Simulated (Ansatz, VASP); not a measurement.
# Cross-check of GaAs between VASP and Ansatz

One calculation is typed for both programs; each brings its own data sets and cutoff. How far apart do they land? The cell is a member of a volume series, scaled by 0.97 from a relaxed one, so a pressure remains.

Calculated with Ansatz 0.2.0; plane waves, with VASP 6.6.1 beside it; single point at LDA and single point at r2SCAN.

### 1. The starting structure

It takes space group F-43m (No. 216, cubic). The conventional cell has a = 5.554 Å, b = 5.554 Å, c = 5.554 Å, α = 90.00°, β = 90.00°, γ = 90.00°. Nearest to As lie 4 Ga at 2.40 Å. Nearest to Ga lie 4 As at 2.40 Å. Farther neighbours are not listed.

### 2. VASP: single point, LDA

A single point gives forces, pressure and levels at one fixed geometry, so differences don't come from the geometry; what else differs is listed under the comparison.

Lines of VASP's logs that name or quote its potential files are left out, and so is its time.

The input asks for a relaxation, which ended at its first step since no free force or stress exceeded the threshold; so it serves as a single point.

INCAR

```
SYSTEM = GaAs
PREC = Accurate
ENCUT = 500
EDIFF = 1E-07
NELM = 100
ISMEAR = 0
SIGMA = 0.03
LREAL = .FALSE.
ALGO = Normal
GGA = CA
NBANDS = 15
LORBIT = 11
LWAVE = .FALSE.
LCHARG = .FALSE.
KPAR = 4
IBRION = 2
NSW = 50
ISIF = 4
EDIFFG = -0.002
```

POSCAR

```
GaAs
1.0
    0.0000000000      2.7767911853      2.7767911853
    2.7767911853      0.0000000000      2.7767911853
    2.7767911853      2.7767911853      0.0000000000
As Ga
1 1
Direct
    0.7500000000      0.7500000000      0.7500000000
    0.0000000000      0.0000000000      0.0000000000
```

KPOINTS

```
Automatic mesh
0
Gamma
6 6 6
0 0 0
```

The projector-augmented-wave data sets are As and Ga_d (LDA family, release 64).

On the command line:

```
> mpirun -np 4 vasp_std
```

Numbers of over 12 decimals in the logs are rounded to 6 here.

Log:

```text
[banner, memory and clock lines left out]
running    4 mpi-ranks, on    1 nodes
 distrk:  each k-point on    1 cores,    4 groups
 distr:  one band on    1 cores,    1 groups

 POSCAR found type information on POSCAR AsGa
 POSCAR found :  2 types and       2 ions
 LDA part: xc-table for (Slater(with rela. corr.)+CA(PZ))
 , standard interpolation
 POSCAR, INCAR and KPOINTS ok, starting setup
 FFT: planning ... GRIDC
 FFT: planning ... GRID_SOFT
 FFT: planning ... GRID
 WAVECAR not read
 entering main loop
       N       E                     dE             d eps       ncg     rms          rms(c)
DAV:   1     0.782677445832E+02    0.78268E+02   -0.88117E+03   495   0.168E+03
DAV:   2    -0.356972994935E+01   -0.81837E+02   -0.78678E+02   529   0.304E+02
DAV:   3    -0.976247725620E+01   -0.61927E+01   -0.61710E+01   592   0.684E+01
DAV:   4    -0.985544002951E+01   -0.92963E-01   -0.92932E-01   592   0.930E+00
DAV:   5    -0.985684333166E+01   -0.14033E-02   -0.14033E-02   600   0.103E+00    0.318E+00
DAV:   6    -0.965519055458E+01    0.20165E+00   -0.23555E-01   748   0.923E+00    0.187E+00
DAV:   7    -0.960825066235E+01    0.46940E-01   -0.74062E-02   687   0.217E+00    0.530E-01
DAV:   8    -0.960507170831E+01    0.31790E-02   -0.98711E-03   571   0.116E+00    0.121E-01
DAV:   9    -0.960503444373E+01    0.37265E-04   -0.75120E-04   635   0.341E-01    0.416E-02
DAV:  10    -0.960503893551E+01   -0.44918E-05   -0.45069E-05   705   0.797E-02    0.220E-02
DAV:  11    -0.960504392438E+01   -0.49889E-05   -0.73082E-06   586   0.426E-02    0.293E-03
DAV:  12    -0.960504379116E+01    0.13322E-06   -0.56226E-07   630   0.115E-02    0.216E-03
DAV:  13    -0.960504379228E+01   -0.11250E-08   -0.72760E-08   429   0.246E-03
   1 F= -.96050438E+01 E0= -.96050438E+01  d E =-.960504E+01
 curvature:   0.00 expect dE= 0.000E+00 dE for cont linesearch  0.000E+00
 trial: gam= 0.00000 g(F)=  0.305E-46 g(S)=  0.290E-32 ort = 0.000E+00 (trialstep = 0.100E+01)
 search vector abs. value=  0.100E-09
 reached required accuracy - stopping structural energy minimisation
```

From OUTCAR (step 2):

```text
ion  position               nearest neighbor table
   1  0.750  0.750  0.750-   2 2.40   2 2.40   2 2.40   2 2.40
   2  0.000  0.000  0.000-   1 2.40   1 2.40   1 2.40   1 2.40

  LATTYP: Found a face centered cubic cell.
 ALAT       =     5.5535823706

 Subroutine GETGRP returns: Found 24 space group operations
 (whereof 24 operations were pure point group operations)

The static configuration has the point symmetry T_d .

 Found     16 irreducible k-points:

   k-points           NKPTS =     16   k-points in BZ     NKDIM =     16   number of bands    NBANDS=     15

   dimension x,y,z NGX =    30 NGY =   30 NGZ =   30
   dimension x,y,z NGXF=    60 NGYF=   60 NGZF=   60

   ENCUT  =  500.0 eV  36.75 Ry    6.06 a.u.   7.16  7.16  7.16*2*pi/ulx,y,z

   NELECT =      18.0000    total number of electrons

 k-points in reciprocal lattice and weights: Automatic mesh
   0.00000000  0.00000000  0.00000000       0.005
   0.16666667  0.00000000  0.00000000       0.037
   0.33333333  0.00000000  0.00000000       0.037
   0.50000000  0.00000000  0.00000000       0.019
   0.16666667  0.16666667  0.00000000       0.028
   0.33333333  0.16666667  0.00000000       0.111
   0.50000000  0.16666667  0.00000000       0.111
  -0.33333333  0.16666667  0.00000000       0.111
  -0.16666667  0.16666667  0.00000000       0.056
[...]
-0.33333333  0.33333333  0.16666667       0.111
  -0.33333333  0.50000000  0.16666667       0.056

 average (electrostatic) potential at core
       1 -53.2909       2 -67.0805

 E-fermi :   4.5136

 k-point     1 :       0.0000    0.0000    0.0000
  band No.  band energies     occupation
    ...
      5     -10.6184      2.00000
      6      -8.8261      2.00000
      7       4.3376      2.00000
      8       4.3376      2.00000
      9       4.3376      2.00000
     10       5.0755      0.00000
     11       8.0151      0.00000
     12       8.0151      0.00000
     13       8.0151      0.00000
     14      11.8467      0.00000
    ...

 k-point     2 :       0.1667    0.0000    0.0000
  band No.  band energies     occupation
    ...
      5     -10.6186      2.00000
      6      -8.4799      2.00000
      7       1.5450      2.00000
      8       3.9205      2.00000
      9       3.9205      2.00000
     10       6.0609      0.00000
     11       8.5998      0.00000
     12       8.5998      0.00000
     13       9.0874      0.00000
     14      13.2505      0.00000
    ...

 k-point     3 :       0.3333    0.0000    0.0000
  band No.  band energies     occupation
    ...
      5     -10.6165      2.00000
      6      -7.5796      2.00000
      7      -1.2936      2.00000
      8       3.3341      2.00000
      9       3.3341      2.00000
     10       5.5750      0.00000
     11       9.0111      0.00000
     12       9.0111      0.00000
     13      11.6780      0.00000
     14      13.0488      0.00000
    ...

  Total        0.6533478      0.6533478      0.6533478      0.0000000      0.0000000     -0.0000000
  in kB       24.4453005     24.4453005     24.4453005      0.0000000      0.0000000     -0.0000000
  external PRESSURE =      24.4453005 kB  Pullay stress =       0.0000000 kB

  energy-cutoff  :      500.00
  volume of cell :       42.82
      direct lattice vectors                 reciprocal lattice vectors
     0.000000000  2.776791185  2.776791185    -0.180063954  0.180063954  0.180063954
     2.776791185  0.000000000  2.776791185     0.180063954 -0.180063954  0.180063954
     2.776791185  2.776791185  0.000000000     0.180063954  0.180063954 -0.180063954

 POSITION                                       TOTAL-FORCE (eV/Angst)
 -----------------------------------------------------------------------------------
      4.16519      4.16519      4.16519        -0.000000     -0.000000     -0.000000
      0.00000      0.00000      0.00000         0.000000      0.000000      0.000000
 -----------------------------------------------------------------------------------
    total drift:                                0.000000      0.000000      0.000000

  FREE ENERGIE OF THE ION-ELECTRON SYSTEM (eV)
  ---------------------------------------------------
  free  energy   TOTEN  =        -9.6050437923 eV

  energy  without entropy=       -9.6050437923  energy(sigma->0) =       -9.60504379

 reached required accuracy - stopping structural energy minimisation

 total charge
# of ion       s       p       d       tot
------------------------------------------
    1        1.210   1.641   0.035   2.885
    2        0.891   0.864  10.004  11.759
--------------------------------------------------
tot          2.101   2.505  10.039  14.644

[... 3 further parts left out ...]
```

CONTCAR:

```
GaAs
   1.00000000000000
     0.0000000000000000    2.7767911853000000    2.7767911853000000
     2.7767911853000000    0.0000000000000000    2.7767911853000000
     2.7767911853000000    2.7767911853000000    0.0000000000000000
  As              Ga
     1     1
Direct
     0.7500000000000000    0.7500000000000000    0.7500000000000000
     0.0000000000000000    0.0000000000000000    0.0000000000000000
```

### 3. Ansatz: single point, LDA

Ansatz runs on its default PAW (the set named soft_2) files.

The same cell, functional (in two slightly different forms), mesh and smearing now go to Ansatz, which takes its cutoff from its data sets.

input.yaml

```yaml
crystal:
  lattice:
    - [0.0, 2.77679119, 2.77679119]
    - [2.77679119, 0.0, 2.77679119]
    - [2.77679119, 2.77679119, 0.0]
  atoms:
    - { symbol: As, position: [0.75, 0.75, 0.75] }
    - { symbol: Ga, position: [0.0, 0.0, 0.0] }
hamiltonian:
  xc: lda
  pseudopotentials: { kind: paw }
kpoints:
  mp_grid: { grid: [6, 6, 6] }
scf:
  occupations: { method: gaussian, width: 0.03 }
  n_extra_bands: 4
output:
  forces: true
  stress: true
  eigenvalues: true
  write_density: true
  write_potential: true
  elf: true
  volumetric_format: npy
```

On the command line:

```
> ansatz run input.yaml --threads 2 --pin off --max-ram 4608MiB --backend cpu --events-out ev --progress --plain --runs-dir out
```

Log:

```text
scf.n_extra_bands = 4 over 14 filled bands (N_el = 28.0): the run solves 18 bands
Engine: ansatz 0.2.0, aarch64-unknown-linux-gnu
Pseudopotentials: kind: paw
Pseudopotential: As, paw, valence charge 15, recommended cutoff 420 eV (normal), As.paw.azcp
Pseudopotential: Ga, paw, valence charge 13, recommended cutoff 420 eV (normal), Ga.paw.azcp
Functional definition: SPW92
  exchange = slater_x
  correlation = pw_c
Crystal: 2 atoms, lattice volume = 42.821 Å³
Basis set: ecut = 420 eV, 869 PW (Γ)
Bands: 18, of which v1, the nominal top of the filled ones, is band 14 counted from 1 (13 counted from 0)
Symmetry: 24 space group operations
Space group: F-43m (ITA 216), of the structure as read, at distance tolerance 3.5e-5 Å
k-points: 16 of 216 (time reversal used)
Non-local potential: As, projectors of the file, l = 0: 2, l = 1: 2, l = 2: 3, l = 3: 1
Non-local potential: Ga, projectors of the file, l = 0: 2, l = 1: 2, l = 2: 3, l = 3: 1
PAW form: soft (Blöchl's): semilocal exchange-correlation on the pseudo side does not see the compensation charge
PAW frozen core: As, regenerated for the run's functional, and the local potential with it (the file was generated under x = pbe(κ = 0.804, μ = 0.219515), c = pbe(β = 0.066725))
PAW frozen core: Ga, regenerated for the run's functional, and the local potential with it (the file was generated under x = pbe(κ = 0.804, μ = 0.219515), c = pbe(β = 0.066725))
PAW one-centre angular grid: As, 590 points (default); XC on 64 Gauss nodes
PAW one-centre angular grid: Ga, 590 points (default); XC on 64 Gauss nodes
Initial density: superposition of atomic densities (neutral atoms: chi_scale 0, normalization atom), corrected by the library's trained network
Initial wavefunctions: pseudopotential atomic-orbital guess
Functional: x = slater, c = lda
SCF iter   1: F=—  HF=-8481.265356 eV  |F-HF|=—  |Δ(HF+E_count)|=         —  Δρ=4.69e-3  dr2=5.14e-3  ethr=1.77e-3  ⟨swp⟩=5.8  Hψ=1358  notcnv=0
preconditioner: auto → none  [insulator: Δε(μ)=0.666 eV  Ē_g=15.731 eV  σ=0.030 eV  W_gap=1.00  n_scr=14 (ndim 8)  ℏωp=24.1 eV  f_vac=0.071  D(μ)=0.00/eV (n_scr^D=0)  ε∞_Penn≈3.3]
SCF iter   2: F=—  HF=-8481.263064 eV  |F-HF|=—  |Δ(HF+E_count)|=   2.29e-3  Δρ=2.29e-3  dr2=7.94e-4  ethr=1.83e-5  ⟨swp⟩=2.9  Hψ=689  notcnv=0
SCF iter   3: F=—  HF=-8481.263010 eV  |F-HF|=—  |Δ(HF+E_count)|=   5.44e-5  Δρ=5.54e-4  dr2=1.20e-4  ethr=2.84e-6  ⟨swp⟩=2.1  Hψ=412  notcnv=0
SCF iter   4: F=—  HF=-8481.262958 eV  |F-HF|=—  |Δ(HF+E_count)|=   5.12e-5  Δρ=2.21e-4  dr2=1.00e-5  ethr=4.28e-7  ⟨swp⟩=2.0  Hψ=432  notcnv=0
SCF iter   5: F=—  HF=-8481.262954 eV  |F-HF|=—  |Δ(HF+E_count)|=   4.11e-6  Δρ=1.53e-5  dr2=1.33e-7  ethr=3.58e-8  ⟨swp⟩=2.0  Hψ=408  notcnv=0
SCF iter   6: F=-8481.262954 eV  HF=-8481.262954 eV  |F-HF|=2.49e-9  |Δ(HF+E_count)|=   8.69e-9  Δρ=3.86e-6  dr2=3.36e-9  ethr=3.57e-10  ⟨swp⟩=8.6  Hψ=1834  notcnv=0
SCF 1 converged in 6 iterations: F = -8481.262954 eV  dr2 = 3.36e-9
  greatest PAW one-centre occupation: 0.999 electrons in one spin orbital (limit 2), on the As atom at site 0 (counted from 0), in its partial waves of l = 2
SCF converged after 6 iterations
Free energy (F): -8481.262954 eV
Harris-Foulkes:  -8481.262954 eV  (|F-HF|=2.49e-9)
Internal energy: -8481.262954 eV  (E = F + TS)
E sigma→0 (E₀):  -8481.262954 eV
Fermi energy:    8.971637 eV
--- Per-component energies (eV) ---
  E_band       = -305.787986
  E_kinetic    = 221.797273
  E_local      = -3848.728093  (includes V_loc(G=0)·N_el)
  E_nonlocal   = -238.467762
  E_hartree    = 1943.148618
  E_xc         = -148.720553
  E_vxc        = -139.430678  (∫ρ·V_xc dr)
  E_paw        = -3666.716729  (= ΣΔE_a)
  E_vpaw       = -187.259263  (= ΣTr[D̂ρ^β])
  E_aug_tail   = -0.000114  (compensation charges beyond the density's cutoff)
  E_ewald      = -2747.379303
  E_core_change = 3.803710  (= ΣΔE_core)
  E_smearing   = -0.000000  (= −TS)
  E_closure    = -0.000000  (closes the sum)
  Σ components = -8481.262954   (vs F -8481.262954, Δ=0.00e0)
--- Forces (eV/Å), atoms counted from 1 ---
  atom   1  As     0.00000000    -0.00000000    -0.00000000
  atom   2  Ga    -0.00000000     0.00000000     0.00000000
  max |Σ_I F_I| component: 2.20e-16 eV/Å
--- Stress (GPa, compression-positive) ---
        2.081637      -0.000000      -0.000000
        0.000000       2.081637       0.000000
       -0.000000       0.000000       2.081637
  P = ⅓ Tr σ = 2.0816 GPa (20.816 kbar)
--- Band table (eV; the first three rows and the last of 16) ---
  k-point 0: bands = [... 10 lower, -4.5538, 8.6274, 8.6274, 8.6274, 9.3145, 12.3203, 12.3203, 12.3203]
  k-point 1: bands = [... 10 lower, -4.2076, 5.8244, 8.2119, 8.2119, 10.3286, 12.9037, 12.9037, 13.3734]
  k-point 2: bands = [... 10 lower, -3.3097, 2.9939, 7.6269, 7.6269, 9.8478, 13.3163, 13.3163, 15.9636]
  k-point 15: bands = [... 10 lower, -1.7643, 1.6435, 5.0170, 5.1565, 11.7987, 12.0781, 15.8550, 16.1480]
```

It took 1.1 s on 2 threads of Arm Neoverse V1, shared host; peak memory 0.3 GiB; 2 s of CPU time.

The run ends at a pressure of 2.08 GPa.

### 4. Differences

Known differences besides the PAW data sets themselves: the two LDA forms differ slightly; the data sets hold 28 valence electrons in Ansatz (default PAW (the set named soft_2) files) and 18 in VASP; the cutoff is 420 eV in Ansatz and 500 eV in VASP; Ansatz makes its cores anew for this functional, VASP keeps those of its LDA data sets. Total energies have different zeros and are not compared.

Compared:

| quantity | Ansatz | VASP | difference |
| --- | --- | --- | --- |
| pressure (GPa) | 2.08 | 2.44 | -0.36 |
| gap on the k mesh (eV) | 0.687 | 0.738 | -0.051 |

### 5. What moves the difference

An all-electron run, which needs no data sets, serves as referee.

| run | difference in gap on the k mesh (eV) |
| --- | --- |
| as above | -0.051 |
| Ansatz's all-electron LAPW method | -0.053 |

### 6. Ansatz: single point, LDA

With cell and atoms fixed, the geometry can't cause a difference; cores, projectors, grids and the points listed under the comparison can. The cell compared in this pair holds 45.47 Å³, against 42.82 Å³ for the pair before.

The cell is a member of a volume series, scaled by 1.03 from a relaxed one, so a pressure remains.

input.yaml, the sections that differ from step 3:

```yaml
crystal:
  lattice:
    - [0.0, 2.83290309, 2.83290309]
    - [2.83290309, 0.0, 2.83290309]
    - [2.83290309, 2.83290309, 0.0]
  atoms:
    - { symbol: As, position: [0.75, 0.75, 0.75] }
    - { symbol: Ga, position: [0.0, 0.0, 0.0] }
output:
  forces: true
  stress: true
  eigenvalues: true
# hamiltonian, kpoints, scf: as in step 3
```

Log:

```text
[...]
Crystal: 2 atoms, lattice volume = 45.470 Å³
Basis set: ecut = 420 eV, 893 PW (Γ)
Bands: 18, of which v1, the nominal top of the filled ones, is band 14 counted from 1 (13 counted from 0)
Symmetry: 24 space group operations
[...]
k-points: 16 of 216 (time reversal used)
[...]
--- Band table (eV; the first three rows and the last of 16) ---
  k-point 0: bands = [... 10 lower, -4.9453, 7.7931, 7.7931, 7.7931, 8.0253, 11.4701, 11.4701, 11.4701]
  k-point 1: bands = [... 10 lower, -4.6291, 5.0091, 7.4139, 7.4139, 9.2471, 12.0131, 12.0131, 12.3412]
  k-point 2: bands = [... 10 lower, -3.8131, 2.3752, 6.8710, 6.8710, 8.8338, 12.4343, 12.4343, 14.8471]
  k-point 15: bands = [... 10 lower, -2.4382, 1.0761, 4.4552, 4.5963, 10.9632, 11.1413, 14.7724, 15.0817]
[key lines of the parts left out:]
SCF converged after 6 iterations
Free energy (F): -8481.258706 eV
Fermi energy:    7.911282 eV
P = ⅓ Tr σ = -2.3436 GPa (-23.436 kbar)
```

It took 0.85 s on 2 threads; peak memory 0.29 GiB.

For the pressure, step 4 gave 2.08 GPa; this run, with cell volume +6.2 %, gives -2.34 GPa.

### 7. VASP: single point, LDA

The same cell, functional (in two slightly different forms), mesh and smearing now go to VASP, with its own data sets and cutoff.

The input asks for a relaxation, which ended at its first step since no free force or stress exceeded the threshold; so it serves as a single point.

INCAR is that of step 2.

POSCAR

```
GaAs
1.0
    0.0000000000      2.8329030948      2.8329030948
    2.8329030948      0.0000000000      2.8329030948
    2.8329030948      2.8329030948      0.0000000000
As Ga
1 1
Direct
    0.7500000000      0.7500000000      0.7500000000
    0.0000000000      0.0000000000      0.0000000000
```

KPOINTS is that of step 2.

On the command line:

```
> mpirun -np 4 vasp_std
```

Log:

```text
[... set-up lines as in an earlier step ...]
 entering main loop
       N       E                     dE             d eps       ncg     rms          rms(c)
DAV:   1     0.810240118436E+02    0.81024E+02   -0.90552E+03   488   0.162E+03
DAV:   2    -0.335860515163E+01   -0.84383E+02   -0.80411E+02   529   0.307E+02
DAV:   3    -0.972833581129E+01   -0.63697E+01   -0.63488E+01   557   0.676E+01
DAV:   4    -0.983473314273E+01   -0.10640E+00   -0.10637E+00   599   0.989E+00
[...]
DAV:  11    -0.960622261284E+01   -0.52256E-05   -0.70182E-06   557   0.424E-02    0.222E-03
DAV:  12    -0.960622249969E+01    0.11315E-06   -0.48948E-07   599   0.102E-02    0.182E-03
DAV:  13    -0.960622250170E+01   -0.20173E-08   -0.74887E-08   401   0.224E-03
   1 F= -.96062225E+01 E0= -.96062225E+01  d E =-.960622E+01
[...]
reached required accuracy - stopping structural energy minimisation
```

OUTCAR, selected parts (step 7):

```text
  Total       -0.5876712     -0.5876712     -0.5876712     -0.0000000      0.0000000     -0.0000000
  in kB      -20.7071254    -20.7071254    -20.7071254     -0.0000000      0.0000000     -0.0000000
  external PRESSURE =     -20.7071254 kB  Pullay stress =       0.0000000 kB

 POSITION                                       TOTAL-FORCE (eV/Angst)
 -----------------------------------------------------------------------------------
      4.24935      4.24935      4.24935        -0.000000      0.000000     -0.000000
      0.00000      0.00000      0.00000         0.000000     -0.000000      0.000000
 -----------------------------------------------------------------------------------
    total drift:                                0.000000      0.000000      0.000000

  FREE ENERGIE OF THE ION-ELECTRON SYSTEM (eV)
  ---------------------------------------------------
  free  energy   TOTEN  =        -9.6062225017 eV

  energy  without entropy=       -9.6062225017  energy(sigma->0) =       -9.60622250

[... 2 parts as in an earlier step ...]

[... 2 further parts left out ...]
[key lines of the parts left out:]
E-fermi :   3.9082
```

### 8. Comparison

Both answers:

| quantity | Ansatz | VASP | difference |
| --- | --- | --- | --- |
| pressure (GPa) | -2.34 | -2.07 | -0.27 |
| gap on the k mesh (eV) | 0.232 | 0.280 | -0.048 |

### 9. Further runs

An all-electron run, which needs no data sets, serves as referee.

| run | difference in gap on the k mesh (eV) |
| --- | --- |
| as above | -0.048 |
| Ansatz's all-electron LAPW method | -0.050 |

(Continued in part 2 of 2.)

[Lines on the potential files, build, host, timing and source positions are cut from VASP's logs without a mark.]

[Logs are printed without paths, hosts, clocks, repeated set-up lines and the standing remarks that a program may print on its own settings, such as how far it seeks lower states.]

[Hosts, paths, dates, database ids (printed as entryN), source tags and the programs' standing remarks are cut or masked in the printed files.]
